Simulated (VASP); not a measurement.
# Sb (Im-3m) in VASP: notebook, part 2 of 2

VASP 6.6.1. Earlier steps stand in the parts before.

## Step 4: Single point, PBE

INCAR reads:

```
SYSTEM = Sb
PREC = Accurate
ENCUT = 350
EDIFF = 1E-6
ISMEAR = 0
SIGMA = 0.05
LREAL = .False.
LASPH = .True.
NELM = 100
ALGO = Normal
ISIF = 2
LWAVE = .False.
LCHARG = .False.
GGA = PE
ADDGRID = .False.
```

KPOINTS reads:

```
Automatic mesh
0
Gamma
  3 3 3
  0 0 0
```

POSCAR reads:

```
Sb
1.0
   -1.8488020000      1.8498240000      1.9110830000
    1.8778730000     -1.8297390000      1.9200690000
    1.8451380000      1.8260750000     -1.8909980000
Sb
1
Direct
   -0.0010080000      0.0132760000      0.0062290000
```

The run is started by

```
$ cat potpaw_PBE.64/Sb/POTCAR > POTCAR
$ mpirun -np 1 vasp_std > vasp.out
```

It took 2.9 s on 1 thread of AMD EPYC 7R43 (Zen 3), shared host; peak memory 0.08 GiB.

These settings aren't checked as converged: the numbers below hold their error.

What came out:

```
Free energy            : -4.3065 eV
Pressure               : 4.5 GPa
Band gap on the k mesh : none (metal or under the smearing width)
```

Caveat: the k mesh is coarse (spacing up to 0.80 Å⁻¹), so the values aren't converged.

## Step 5: Single point, PBE

Edit INCAR of step 4 so:

```diff
@@ -2,3 +2,3 @@
 PREC = Accurate
-ENCUT = 350
+ENCUT = 250
 EDIFF = 1E-6
```

KPOINTS reads:

```
Automatic mesh
0
Gamma
  4 4 4
  0 0 0
```

POSCAR reads:

```
Sb
1.0
   -1.8713408863      1.8713408863      1.8713408863
    1.8713408863     -1.8713408863      1.8713408863
    1.8713408863      1.8713408863     -1.8713408863
Sb
1
Direct
    0.0000000000      0.0000000000      0.0000000000
```

Potentials or basis: VASP PAW PBE potentials, release 64 (Sb).

The run is started by

```
$ cat potpaw_PBE.64/Sb/POTCAR > POTCAR
$ mpirun -np 1 vasp_std > vasp.out
```

OUTCAR:

```text
SYSTEM = Sb
   PREC = Accurate
   ENCUT = 250
   EDIFF = 1E-6
   ISMEAR = 0
   LREAL = .False.
   LASPH = .True.
   NELM = 100
   ISIF = 2
   GGA = PE

 Found      8 irreducible k-points:

 Following reciprocal coordinates:
            Coordinates               Weight
  0.000000  0.000000  0.000000      1.000000
  0.250000  0.000000  0.000000     12.000000
  0.500000  0.000000  0.000000      6.000000
  0.250000  0.250000  0.000000     24.000000
  0.250000  0.250000  0.250000      2.000000
 -0.250000  0.250000  0.250000      6.000000
   k-points           NKPTS =      8   k-points in BZ     NKDIM =      8   number of bands    NBANDS=      6
   number of dos      NEDOS =    301   number of ions     NIONS =      1
   total plane-waves  NPLWV =   5832
   dimension x,y,z NGX =    18 NGY =   18 NGZ =   18
   dimension x,y,z NGXF=    36 NGYF=   36 NGZF=   36
   ions per type =               1
   NGX,Y,Z   is equivalent  to a cutoff of   9.23,  9.23,  9.23 a.u.
   NGXF,Y,Z  is equivalent  to a cutoff of  18.46, 18.46, 18.46 a.u.
 SYSTEM =  Sb
   PREC   = accura    normal or accurate (medium, high low for compatibility)
   ISTART =      0    job   : 0-new  1-cont  2-samecut
   ICHARG =      2    charge: 1-file 2-atom 10-const
   ISPIN  =      1    spin polarized calculation?
   LNONCOLLINEAR =      F non collinear calculations
   LSORBIT =      F    spin-orbit coupling
   LASPH  =      T    aspherical Exc in radial PAW
[... 58 lines left out ...]

 k-point     1 :       0.0000    0.0000    0.0000
  band No.  band energies     occupation
      1      -4.2627      2.00000
      2      14.4876      0.00000
      3      14.4876      0.00000
      4      14.4876      0.00000
      5      19.4369      0.00000
      6      19.4369      0.00000
[... 37 lines left out ...]
 k-point     6 :      -0.2500    0.2500    0.2500
  band No.  band energies     occupation
      1      -1.6278      2.00000
      2       8.8346      0.00000
      3       9.5317      0.00000
      4       9.5317      0.00000
      5      14.0313      0.00000
      6      21.0574      0.00000

 [... further k-points ...]

------------------------ aborting loop because EDIFF is reached ----------------------------------------

  FORCE on cell =-STRESS in cart. coord.  units (eV):
  Direction    XX          YY          ZZ          XY          YZ          ZX
  --------------------------------------------------------------------------------------
  -------------------------------------------------------------------------------------
  Total       -0.0231906     -0.0231906     -0.0231906     -0.0000000      0.0000000     -0.0000000
  in kB       -1.4174387     -1.4174387     -1.4174387     -0.0000000      0.0000000     -0.0000000
  external PRESSURE =      -1.4174387 kB  Pullay stress =       0.0000000 kB

 VOLUME and BASIS-vectors are now :
 -----------------------------------------------------------------------------
  energy-cutoff  :      250.00
  volume of cell :       26.21
      direct lattice vectors                 reciprocal lattice vectors
    -1.871340886  1.871340886  1.871340886     0.000000000  0.267188092  0.267188092
     1.871340886 -1.871340886  1.871340886     0.267188092  0.000000000  0.267188092
     1.871340886  1.871340886 -1.871340886     0.267188092  0.267188092  0.000000000

 POSITION                                       TOTAL-FORCE (eV/Angst)
 -----------------------------------------------------------------------------------
      0.00000      0.00000      0.00000         0.000000     -0.000000     -0.000000
 -----------------------------------------------------------------------------------
    total drift:                               -0.000000     -0.000000     -0.000000

  FREE ENERGIE OF THE ION-ELECTRON SYSTEM (eV)
  ---------------------------------------------------
  free  energy   TOTEN  =        -3.8184350971 eV

  energy  without entropy=       -3.8142219352  energy(sigma->0) =       -3.81632852
```

OSZICAR:

```text
N       E                     dE             d eps       ncg     rms          rms(c)
DAV:   1     0.987408422711E+00    0.98741E+00   -0.12862E+03    96   0.300E+02
DAV:   2    -0.376305130962E+01   -0.47505E+01   -0.42068E+01   126   0.497E+01
DAV:   3    -0.382288116326E+01   -0.59830E-01   -0.59830E-01   108   0.497E+00
DAV:   4    -0.382305789052E+01   -0.17673E-03   -0.17673E-03   138   0.380E-01
DAV:   5    -0.382305857963E+01   -0.68911E-06   -0.68905E-06   120   0.179E-02    0.191E+00
DAV:   6    -0.382001223250E+01    0.30463E-02   -0.27416E-03   108   0.355E-01    0.108E+00
DAV:   7    -0.381840945929E+01    0.16028E-02   -0.58499E-03   108   0.509E-01    0.810E-02
DAV:   8    -0.381843436006E+01   -0.24901E-04   -0.78047E-05   126   0.844E-02    0.627E-03
DAV:   9    -0.381843509715E+01   -0.73708E-06   -0.11967E-06   108   0.924E-03
   1 F= -.38184351E+01 E0= -.38163285E+01  d E =-.421316E-02
```

It took 2.4 s on 1 thread of AMD EPYC 7R43 (Zen 3), shared host; peak memory 0.08 GiB.

The run converged, but some of its settings lie outside the range that counts as converged, so its numbers aren't taken as properties of the crystal.

Results:

| Item | Value |
| --- | --- |
| Free energy | -3.8184 eV |
| Pressure | -0.1 GPa |
| Band gap on the k mesh | none (metal or under the smearing width) |

Caveat: the k mesh is coarse (spacing up to 0.59 Å⁻¹), so the values aren't converged.

## Step 6: Single point, PBE

INCAR is that of step 5.

KPOINTS is that of step 5.

POSCAR reads:

```
Sb
1.0
   -1.8488020000      1.8498240000      1.9110830000
    1.8778730000     -1.8297390000      1.9200690000
    1.8451380000      1.8260750000     -1.8909980000
Sb
1
Direct
   -0.0010080000      0.0132760000      0.0062290000
```

Potentials or basis: VASP PAW PBE potentials, release 64 (Sb).

The run is started by

```
$ cat potpaw_PBE.64/Sb/POTCAR > POTCAR
$ mpirun -np 1 vasp_std > vasp.out
```

It took 3.5 s on 1 thread of AMD EPYC 7R43 (Zen 3), shared host; peak memory 0.08 GiB.

The run converged, but some of its settings lie outside the range that counts as converged, so its numbers aren't taken as properties of the crystal.

Results:

- Free energy: -3.8133 eV
- Pressure: -0.1 GPa
- Band gap on the k mesh: none (metal or under the smearing width)

Caveat: the k mesh is coarse (spacing up to 0.60 Å⁻¹), so the values aren't converged.

## Step 7: For comparison

An earlier run on the cell as given: functional PBE; potentials or basis VASP PAW PBE potentials, release 64 (Sb); cutoff 520 eV; k mesh 10 × 10 × 10; occupations fermi-dirac, width 0.05 eV; no spin polarisation.

- Pressure: 3.0 GPa
- Band gap on the k mesh: none (metal or under the smearing width)
